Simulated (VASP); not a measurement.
# B (Pmmn) in VASP: reference runs

How does B come out in PBE? The cell is run as given and disturbed.

Program: VASP 6.6.1. These are calculated values, not measurements. Logs are shortened: lines on timing, memory, paths and dates and some standing lists are left out, and cuts for length are marked.

## Step 1: The structure

The structure is orthorhombic, space group Pmmn (No. 59). The conventional cell has a = 1.625 Å, b = 2.866 Å, c = 3.914 Å, α = 90.00°, β = 90.00°, γ = 90.00°. B (site symmetry mm2) has 6 B at 1.62 to 1.86 Å as nearest neighbours.

The cell was built by a generator and needn't be a form met in nature.

## Step 2: Single point, PBE

INCAR reads:

```
SYSTEM = B
ALGO = Normal ; EDIFF = 1E-7
ENCUT = 520 ; GGA = PE
ISIF = 2 ; ISMEAR = -1
LASPH = .TRUE. ; LCHARG = .FALSE.
LREAL = .FALSE. ; LWAVE = .FALSE.
NBANDS = 10 ; NELM = 60
PREC = Accurate ; SIGMA = 0.05
```

KPOINTS reads:

```
k-points
0
G
  16 9 7
  0 0 0
```

POSCAR reads:

```
B
1.0
    1.6245600000      0.0000000000      0.0000000000
    0.0000000000      2.8661500000      0.0000000000
    0.0000000000      0.0000000000      3.9144000000
B
2
Direct
    0.0000000000      0.5000000000      0.6092600000
    0.5000000000      0.0000000000      0.3907400000
```

Potentials or basis: VASP PAW PBE potentials, release 64 (B).

Run with:

```sh
cat potpaw_PBE.64/B/POTCAR > POTCAR
mpirun -np 1 vasp_std > vasp.out
```

OUTCAR:

```text
SYSTEM = B
   EDIFF = 1E-7
   ENCUT = 520
   GGA = PE
   ISIF = 2
   ISMEAR = -1
   LASPH = .TRUE.
   LREAL = .FALSE.
   NELM = 60
   PREC = Accurate

 ion  position               nearest neighbor table
   1  0.000  0.500  0.609-   2 1.86   2 1.86   2 1.86   2 1.86
   2  0.500  0.000  0.391-   1 1.86   1 1.86   1 1.86   1 1.86

  LATTYP: Found a simple orthorhombic cell.
 ALAT       =     1.6245600000
 B/A-ratio  =     1.7642623233
 C/A-ratio  =     2.4095139607

  Lattice vectors:

 A1 = (   1.6245600000,   0.0000000000,   0.0000000000)
 A2 = (   0.0000000000,   2.8661500000,   0.0000000000)
 A3 = (   0.0000000000,   0.0000000000,   3.9144000000)

Analysis of symmetry for initial positions (statically):
=====================================================================
 Subroutine PRICEL returns:
 Original cell was already a primitive cell.

 Routine SETGRP: Setting up the symmetry group for a
 simple orthorhombic supercell.

 Subroutine GETGRP returns: Found  8 space group operations
 (whereof  4 operations were pure point group operations)
 out of a pool of  8 trial point group operations.

The static configuration has the point symmetry C_2v.
 The point group associated with its full space group is D_2h.

Analysis of symmetry for dynamics (positions and initial velocities):
=====================================================================
 Subroutine PRICEL returns:
 Original cell was already a primitive cell.

 Routine SETGRP: Setting up the symmetry group for a
 simple orthorhombic supercell.

 Subroutine GETGRP returns: Found  8 space group operations
 (whereof  4 operations were pure point group operations)
 out of a pool of  8 trial point group operations.

The dynamic configuration has the point symmetry C_2v.
 The point group associated with its full space group is D_2h.

 Subroutine INISYM returns: Found  8 space group operations
 (whereof  4 operations are pure point group operations),
 and found     1 'primitive' translations

----------------------------------------------------------------------------------------

                                     Primitive cell

  volume of cell :      18.2264

  direct lattice vectors                    reciprocal lattice vectors
     1.624560000  0.000000000  0.000000000     0.615551288  0.000000000  0.000000000
     0.000000000  2.866150000  0.000000000     0.000000000  0.348900092  0.000000000
     0.000000000  0.000000000  3.914400000     0.000000000  0.000000000  0.255466994

  length of vectors
[... 88 lines left out ...]
   ISIF   =      2    stress and relaxation
   ISYM   =      2    0-nonsym 1-usesym 2-fastsym
   POTIM  = 0.5000    time-step for ionic-motion
   TEBEG  =    0.0;   TEEND  =   0.0 temperature during run
   PSTRESS=    0.0 pullay stress
   NELECT =       6.0000    total number of electrons
   NUPDOWN=      -1.0000    fix difference up-down
   EMIN   =  10.00;   EMAX   =-10.00  energy-range for DOS
   EFERMI =   0.00;   METHOD = LEGACY
   ISMEAR =    -1;   SIGMA  =   0.05  broadening in eV -4-tet -1-fermi 0-gaus
   EFERMI_NEDOS =   21; number of points for ismear=-14 and -15
   IALGO  =     38    algorithm
   IMIX   =      4    mixing-type and parameters
     AMIX     =   0.40;   BMIX     =  1.00
     AMIX_MAG =   1.60;   BMIX_MAG =  1.00
  volume/ion in A,a.u.               =       9.11        61.50
  Fermi-wavevector in a.u.,A,eV,Ry     =   1.130382  2.136113 17.385032  1.277764
  Thomas-Fermi vector in A             =   2.267078
   LORBIT       =      0    0 simple, 1 ext, 2 COOP (PROOUT), +10 PAW based schemes
   GGA     = PE    functional components
   LHFCALC =     F    Hartree Fock is set to
   AEXX    =    0.0000 exact exchange contribution
   IVDW    =     0    specifies the selected vdW correction
   LEPSILON=     F    determine dielectric tensor
   LRPA    =     F    only Hartree local field effects (RPA)
 non-spin polarized calculation
  energy-cutoff  :      520.00
  volume of cell :       18.23
 maximum number of plane-waves:       512
   NGX =  7   NGY = 11   NGZ = 15

 number of electron       6.0000000 magnetization

 Free energy of the ion-electron system (eV)
  ---------------------------------------------------
  ext. energy  EPLUGINS =         0.00000000
  ---------------------------------------------------
  free energy    TOTEN  =       -12.45580134 eV

  energy without entropy =      -12.45267989  energy(sigma->0) =      -12.45424062

 E-fermi :   4.3688     XC(G=0): -10.3088

 val. band max:        4.3534650797   @ k =   0.3125   0.0000   0.4286
 cond. band min:       4.3849715542   @ k =   0.3750   0.2222   0.4286
 fundamental gap:      0.0315064745
 Fermi energy:         4.3687740293

 k-point     1 :       0.0000    0.0000    0.0000
  band No.  band energies     occupation
      1     -11.7447      2.00000
      2      -1.4958      2.00000
      3      -0.9415      2.00000
      4       1.9782      2.00000
      5       7.3267      0.00000
      6      12.6423      0.00000
      7      15.7968      0.00000
      8      20.6417      0.00000
      9      22.7312      0.00000
     10      26.4592      0.00000
[... 287 lines left out ...]
 k-point    24 :       0.3125    0.2222    0.0000
  band No.  band energies     occupation
      1      -7.2651      2.00000
      2      -0.4976      2.00000
      3       3.3229      2.00000
      4       7.3978      0.00000
      5      10.5911      0.00000
      6      12.9314      0.00000
      7      16.7151      0.00000
      8      17.3512      0.00000
      9      20.2310      0.00000
     10      22.1133      0.00000

 [... further k-points ...]

------------------------ aborting loop because EDIFF is reached ----------------------------------------

  FORCE on cell =-STRESS in cart. coord.  units (eV):
  Direction    XX          YY          ZZ          XY          YZ          ZX
  --------------------------------------------------------------------------------------
  -------------------------------------------------------------------------------------
  Total       -0.1098905      0.1939930     -0.0425907      0.0000000      0.0000000      0.0000000
  in kB       -9.6598579     17.0528433     -3.7439069      0.0000000      0.0000000      0.0000000
  external PRESSURE =       1.2163595 kB  Pullay stress =       0.0000000 kB

 VOLUME and BASIS-vectors are now :
 -----------------------------------------------------------------------------
  energy-cutoff  :      520.00
  volume of cell :       18.23
      direct lattice vectors                 reciprocal lattice vectors
     1.624560000  0.000000000  0.000000000     0.615551288  0.000000000  0.000000000
     0.000000000  2.866150000  0.000000000     0.000000000  0.348900092  0.000000000
     0.000000000  0.000000000  3.914400000     0.000000000  0.000000000  0.255466994

 POSITION                                       TOTAL-FORCE (eV/Angst)
 -----------------------------------------------------------------------------------
      0.00000      1.43308      2.38489         0.000000      0.000000      0.005631
      0.81228      0.00000      1.52951         0.000000      0.000000     -0.005631
 -----------------------------------------------------------------------------------
    total drift:                                0.000000      0.000000      0.000000

  FREE ENERGIE OF THE ION-ELECTRON SYSTEM (eV)
  ---------------------------------------------------
  free  energy   TOTEN  =       -12.4558013435 eV

  energy  without entropy=      -12.4526798873  energy(sigma->0) =      -12.45424062
```

Run time: 7.8 s. Hardware: 1 thread of Intel Xeon 6975P-C (Granite Rapids), shared host; peak memory 0.14 GiB.

What came out:

* Free energy: -12.4558 eV
* Pressure: 0.1 GPa
* Largest force: 0.006 eV/Å
* Band gap on the k mesh: none (metal or under the smearing width)

Forces in eV/Å, atoms in the order of the input:
```
B    0.000  0.000  0.006
B    0.000  0.000 -0.006
```

Caveat: this functional lacks dispersion, which binds the layers, so the pressure and a relaxed spacing across them are unreliable.

## Step 3: Single point, PBE

INCAR reads:

```
PREC = Accurate
ENCUT = 520
EDIFF = 1E-7
ISMEAR = -1
SIGMA = 0.05
LREAL = False
LASPH = True
NELM = 80
ALGO = Normal
ISIF = 2
LWAVE = False
LCHARG = True
GGA = PE
LELF = True
LVHAR = True
NBANDS = 10
```

KPOINTS reads:

```
regular mesh
0
Gamma
  16 9 7
```

POSCAR is that of step 2.

Potentials or basis: VASP PAW PBE potentials, release 64 (B).

Run with:

```sh
cat potpaw_PBE.64/B/POTCAR > POTCAR
mpirun -np 1 vasp_std > vasp.out
```

Wall time 8.3 s (1 thread of Intel Xeon 6975P-C (Granite Rapids), shared host); peak memory 0.14 GiB.

Results (log left out):

| Quantity | Value |
| --- | --- |
| Free energy | -12.4558 eV |
| Pressure | 0.1 GPa |
| Largest force | 0.006 eV/Å |
| Band gap on the k mesh | none (metal or under the smearing width) |

Forces in eV/Å, atoms in the order of the input:
```
B    0.000  0.000  0.006
B    0.000  0.000 -0.006
```

Stress tensor (GPa, compression positive):
```
-0.97  0.00  0.00
 0.00  1.71  0.00
 0.00  0.00 -0.37
```

Levels at points of the mesh, in eV from the Fermi level:
```csv
k point,band 1,band 2,band 3,band 4,band 5,band 6
"(0.00, 0.00, 0.00)",-16.11,-5.86,-5.31,-2.39,2.96,8.27
"(0.50, 0.00, 0.00)",-7.00,-7.00,6.52,6.52,7.43,7.43
```

Caveat: this functional lacks dispersion, which binds the layers, so the pressure and a relaxed spacing across them are unreliable.

## Step 4: Single point, PBE (atoms moved at random, drawn with an rms of 0.05 Å)

INCAR reads:

```
SYSTEM = B
PREC = Accurate ; ENCUT = 520
EDIFF = 1E-7 ; ISMEAR = -1
SIGMA = 0.05 ; LREAL = .FALSE.
LASPH = .TRUE. ; NELM = 80
ALGO = Normal ; ISIF = 2
LWAVE = .FALSE. ; LCHARG = .FALSE.
GGA = PE ; NBANDS = 10
```

KPOINTS reads:

```
regular mesh
0
G
  16 9 7
  0 0 0
```

POSCAR reads:

```
B
1.0
    1.6245600000      0.0000000000      0.0000000000
    0.0000000000      2.8661500000      0.0000000000
    0.0000000000      0.0000000000      3.9144000000
B
2
Direct
   -0.0000200000      0.5120920000      0.6158960000
    0.5140320000      0.0054650000      0.3975270000
```

Potentials or basis: VASP PAW PBE potentials, release 64 (B).

Run with:

```sh
cat potpaw_PBE.64/B/POTCAR > POTCAR
mpirun -np 1 vasp_std > vasp.out
```

OUTCAR:

```text
SYSTEM = B
   PREC = Accurate
   ENCUT = 520
   EDIFF = 1E-7
   ISMEAR = -1
   LREAL = .FALSE.
   LASPH = .TRUE.
   NELM = 80
   ISIF = 2
   GGA = PE

 ion  position               nearest neighbor table
   1  1.000  0.512  0.616-   2 1.83   2 1.85   2 1.86   2 1.88
   2  0.514  0.005  0.398-   1 1.83   1 1.85   1 1.86   1 1.88

  LATTYP: Found a simple orthorhombic cell.
 ALAT       =     1.6245600000
 B/A-ratio  =     1.7642623233
 C/A-ratio  =     2.4095139607

  Lattice vectors:

 A1 = (   1.6245600000,   0.0000000000,   0.0000000000)
 A2 = (   0.0000000000,   2.8661500000,   0.0000000000)
 A3 = (   0.0000000000,   0.0000000000,   3.9144000000)

Analysis of symmetry for initial positions (statically):
=====================================================================
 Subroutine PRICEL returns:
 Original cell was already a primitive cell.

 Routine SETGRP: Setting up the symmetry group for a
 simple orthorhombic supercell.

 Subroutine GETGRP returns: Found  2 space group operations
 (whereof  1 operations were pure point group operations)
 out of a pool of  8 trial point group operations.

The static configuration has the point symmetry C_1 .
[... 174 lines left out ...]
      3      -0.9451      2.00000
      4       1.9823      2.00000
      5       7.3142      0.00000
      6      12.6607      0.00000
      7      15.7930      0.00000
      8      20.6486      0.00000
      9      22.7323      0.00000
     10      26.4609      0.00000
[... 287 lines left out ...]
 k-point    24 :       0.4375   -0.1111    0.0000
  band No.  band energies     occupation
      1      -4.4054      2.00000
      2      -0.8108      2.00000
      3       8.3401      0.00000
      4       9.8141      0.00000
      5      11.2177      0.00000
      6      13.4936      0.00000
      7      14.5546      0.00000
      8      15.6685      0.00000
      9      19.6616      0.00000
     10      21.0762      0.00000

 [... further k-points ...]

------------------------ aborting loop because EDIFF is reached ----------------------------------------

  FORCE on cell =-STRESS in cart. coord.  units (eV):
  Direction    XX          YY          ZZ          XY          YZ          ZX
  --------------------------------------------------------------------------------------
  -------------------------------------------------------------------------------------
  Total       -0.1032004      0.2128996     -0.0355710     -0.0165408     -0.1366642      0.1932257
  in kB       -9.0717682     18.7148183     -3.1268462     -1.4540116    -12.0133864     16.9853949
  external PRESSURE =       2.1720679 kB  Pullay stress =       0.0000000 kB

 VOLUME and BASIS-vectors are now :
 -----------------------------------------------------------------------------
  energy-cutoff  :      520.00
  volume of cell :       18.23
      direct lattice vectors                 reciprocal lattice vectors
     1.624560000  0.000000000  0.000000000     0.615551288  0.000000000  0.000000000
     0.000000000  2.866150000  0.000000000     0.000000000  0.348900092  0.000000000
     0.000000000  0.000000000  3.914400000     0.000000000  0.000000000  0.255466994

 POSITION                                       TOTAL-FORCE (eV/Angst)
 -----------------------------------------------------------------------------------
      1.62453      1.46773      2.41086         0.227209     -0.159062      0.015758
      0.83508      0.01566      1.55608        -0.227209      0.159062     -0.015758
 -----------------------------------------------------------------------------------
    total drift:                                0.000000     -0.000000      0.000000

  FREE ENERGIE OF THE ION-ELECTRON SYSTEM (eV)
  ---------------------------------------------------
  free  energy   TOTEN  =       -12.4516986634 eV

  energy  without entropy=      -12.4486036455  energy(sigma->0) =      -12.45015115
```

Run time: 20 s. Hardware: 1 thread of Intel Xeon 6975P-C (Granite Rapids), shared host; peak memory 0.18 GiB.

What came out:

```
Free energy            : -12.4517 eV
Pressure               : 0.2 GPa
Largest force          : 0.278 eV/Å
Band gap on the k mesh : none (metal or under the smearing width)
```

Forces in eV/Å, atoms in the order of the input:
```
B    0.227 -0.159  0.016
B   -0.227  0.159 -0.016
```

Stress tensor (GPa, compression positive):
```
-0.91 -0.15  1.70
-0.15  1.87 -1.20
 1.70 -1.20 -0.31
```
